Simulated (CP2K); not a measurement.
Crystal: MgS (Niningerite).

```xyz
2
Lattice="3.6793 0.0000 0.0000 1.8396 3.1864 0.0000 1.8396 1.0621 3.0041" Properties=species:S:1:pos:R:3 pbc="T T T"
S     3.6793    2.1242    1.5021
Mg    0.0000    0.0000    0.0000
```

Base run:

* Program: CP2K 2026.2
* Functional: LDA
* Potentials or basis: POTENTIAL_UZH S GTH-PBE-q6, Mg GTH-PBE-q10; TZVP-MOLOPT-PBE-GTH basis
* Density cutoff: 19048 eV
* k mesh: 9 × 9 × 9
* Occupations: fermi-dirac, width 0.05 eV
* Spin: no spin polarisation

Its results: band gap on the k mesh 2.52 eV, indirect (least direct gap 3.37 eV); pressure -0.7 GPa.

Question: After a change of settings the same cell gave: band gap on the k mesh 2.73 eV, indirect (least direct gap 3.51 eV); pressure 1.1 GPa. Which change was it?
A. functional from LDA to vdW-DF-cx
B. functional from LDA to PW91
C. functional from LDA to PBEsol
D. functional from LDA to RPBE

Answer: C.

PBEsol binds less tightly than LDA, so the same cell stands under more pressure.

Caveats: the potentials were made for another functional, which shifts forces and pressure; the mesh misses the band edges, which the band path finds closer together; the basis of atomic orbitals isn't converged, which shifts pressures, moduli and gaps.

Runs at the PBE level aren't shown here.
